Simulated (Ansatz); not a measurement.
**Calculated field gradients at the nuclei for InP under strain**

The cell is a structure deposited in the COD, relaxed with PBE at fixed cell and then changed (z stretched by 2 %, ions relaxed).

```xyz
2
Lattice="0.0000 2.9343 2.9930 2.9343 0.0000 2.9930 2.9343 2.9343 0.0000" Properties=species:S:1:pos:R:3 pbc="T T T"
In    0.0000    0.0000    0.0000
P     1.4672    1.4672    1.4965
```

Atoms are numbered from 1 in the order listed; like atoms form one site, named after its first atom.

Computed with Ansatz: DFT, PBE, plane waves and PAW, scalar-relativistic, 420 eV cutoff, Γ-centred 13×13×13 k-points, Fermi–Dirac smearing 0.02 eV.

Conventions: |V_zz| ≥ |V_yy| ≥ |V_xx|, η = (V_xx − V_yy)/V_zz, C_Q = eQV_zz/h. Directions are in the Cartesian axes of the cell vectors above, for the atom listed; none is given where the gradient is under 0.02 or η is above 0.95.

(1) Give the quadrupolar parameters of the distinct sites.

Answers

(1) 

```csv
site,first atom,first shell,V_zz (10²¹ V/m²),η,"direction of V_zz (x, y, z)"
In,1,4 P at 2.56 Å,-0.77,0.00,0.00 0.00 1.00
P,2,4 In at 2.56 Å,0.26,0.00,0.00 0.00 1.00
```

An axis of threefold or higher order runs through In and P, so V_zz lies along it and η is zero.

Without spin–orbit coupling (the program notes it for In) the gradients can shift somewhat, as the gap is small.

The relaxation (1 step) took 15 s of wall time (13 s of CPU time) and 0.57 GiB at its peak, on 1 thread of Intel Xeon Platinum 8488C (Sapphire Rapids) (x86_64; 16 cores open to the job, memory cap 3.0 GiB, no GPU), a shared host with a load of 0.4 a core.
